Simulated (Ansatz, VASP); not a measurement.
One calculation of TePb, two programs

INCAR

```
PREC = Accurate
ENCUT = 600
EDIFF = 1E-6
ISMEAR = -1
SIGMA = 0.05
LREAL = F
LASPH = T
NELM = 80
ALGO = Normal
ISIF = 3
LWAVE = F
LCHARG = F
GGA = PE
IVDW = 12
IBRION = 2
NSW = 80
EDIFFG = -0.02
```

The input KPOINTS:

```
regular mesh
0
Gamma
  7 7 7
```

File POSCAR:

```
TePb
1.0
    4.0022870000      0.0000000000      0.0000000000
    0.0000000000      4.0022870000      0.0000000000
    0.0000000000      0.0000000000      4.0022870000
Pb Te
1 1
Direct
    0.0000000000      0.0000000000      0.0000000000
    0.5000000000      0.5000000000      0.5000000000
```

File input.yaml:

```yaml
crystal:
  lattice:
    - [4.002287, 0.0, 0.0]
    - [0.0, 4.002287, 0.0]
    - [0.0, 0.0, 4.002287]
  atoms:
    - { symbol: Pb, position: [0.0, 0.0, 0.0] }
    - { symbol: Te, position: [0.5, 0.5, 0.5] }
kpoints:
  mp_grid: { grid: [7, 7, 7] }
scf:
  occupations: { method: fermi_dirac, width: 0.05 }
hamiltonian:
  xc: pbe
  dispersion: d3bj
  pseudopotentials: { kind: all_electron, lapw: { basis_error: 0.001 } }
output:
  forces: true
  stress: true
relax:
  f_tol: 0.02
  max_steps: 60
  cell: {}
```

Measurements of this composition are mostly on another form, of space group No. 225.

Alike in both runs: task relaxation of cell and atoms; functional PBE; dispersion D3(BJ); k mesh 7 × 7 × 7; occupations fermi-dirac, width 0.05 eV; no spin polarisation.

|  | VASP | Ansatz |
| --- | --- | --- |
| version | VASP 6.6.1 | Ansatz 0.2.0 |
| potentials or method | VASP PAW PBE potentials, release 64 (Pb_d, Te) | all-electron LAPW, scalar-relativistic |
| plane-wave cutoff (eV) | 600 | see its input |

Ansatz gave:

```
relaxed volume (Å³/atom)                                     : 30.44
relaxed cell length with the largest relative difference (Å) : 3.934
energy change over the relaxation (meV/atom)                 : -10
```

Task: Which values does VASP return?

Result: Relaxed volume (Å³/atom): 30.47; relaxed cell length with the largest relative difference (Å): 3.935; energy change over the relaxation (meV/atom): -10.

Ansatz ran all-electron here, so the differences hold the error of VASP's frozen core and of both bases.

Caveats: pairwise dispersion overbinds metals, which lowers pressure and volume (VASP). Spin-orbit coupling is left out, which matters for the levels of Pb, Te.
